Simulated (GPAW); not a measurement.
Wanted: an ASE script for a GPAW 26.7.0 run.

* Task: equation of state
* Functional: PBE
* Potentials or basis: GPAW PAW data sets (gpaw-data 1.2.1)
* Cutoff: 600 eV
* Basis: pw
* k mesh: 11 × 11 × 6
* Occupations: fermi-dirac, width 0.05 eV
* Spin: no spin polarisation
* Maxiter: 150
* Eos scales: [0.94, 0.96, 0.98, 1.0, 1.02, 1.04, 1.06]

The system is P.

```
CELL_PARAMETERS angstrom
2.42469 0.00000 0.00000
0.00000 2.43854 0.00000
-0.02031 0.00000 4.85243
ATOMIC_POSITIONS crystal
P 0.00000 0.00000 0.74943
P 0.00000 0.00000 0.25057
```

This isn't the form of P at room conditions, which is orthorhombic.

One way to write it, as run:

run.py

```python
from ase import Atoms
from ase.eos import EquationOfState
from ase.io import Trajectory
from ase.units import GPa
from gpaw import GPAW, PW

atoms = Atoms(['P', 'P'],
              cell=[[2.4246941115, 0.0, 0.0],
                    [0.0, 2.4385351442, 0.0],
                    [-0.0203144631, 0.0, 4.8524328982]],
              scaled_positions=[[0.00000003, 0.0, 0.74942536],
                                [0.99999997, 0.0, 0.25057464]],
              pbc=True)

traj = Trajectory('eos.traj', 'w')
volumes, energies = [], []
for x in [0.94, 0.96, 0.98, 1.0, 1.02, 1.04, 1.06]:
    a = atoms.copy()
    a.set_cell(atoms.cell * x**(1 / 3), scale_atoms=True)
    calc = GPAW(mode=PW(600),
                xc='PBE',
                kpts={'size': (11, 11, 6), 'gamma': True},
                occupations={'name': 'fermi-dirac', 'width': 0.05},
                nbands=13,
                convergence={'density': 1e-05, 'energy': 1e-05},
                maxiter=150,
                txt=f'eos-{x:.2f}.txt')
    a.calc = calc
    energies.append(a.get_potential_energy(force_consistent=True))
    volumes.append(a.get_volume())
    p = -a.get_stress()[:3].mean() / GPa
    calc.write(f'eos-{x:.2f}.gpw')
    traj.write(a)
    print(f'{x:.2f} {volumes[-1]:10.4f} A^3 {energies[-1]:14.6f} eV {p:9.3f} GPa', flush=True)

v0, e0, B = EquationOfState(volumes, energies, eos='birchmurnaghan').fit()
print(f'V0 = {v0:.4f} A^3, E0 = {e0:.6f} eV, B0 = {B / GPa:.2f} GPa')
```

Potentials or basis: GPAW PAW data sets (gpaw-data 1.2.1), pw.

Run with:

```console
$ OMP_NUM_THREADS=1 python run.py
```

Results of the run:

| Item | Value |
| --- | --- |
| Equilibrium volume | 14.69 Å³/atom |
| Bulk modulus at fixed shape and positions | 107 GPa |
| Pressure derivative of the bulk modulus | 5.5 (rough: it moves with the points fitted) |

Caveat: the cell was scaled at fixed shape and fractional positions, which overstates the stiffness of a crystal with free parameters, most of all of layers and chains.

It took 2.9 min on 1 thread of Arm Neoverse V2 (shared host), peak memory 0.22 GiB.
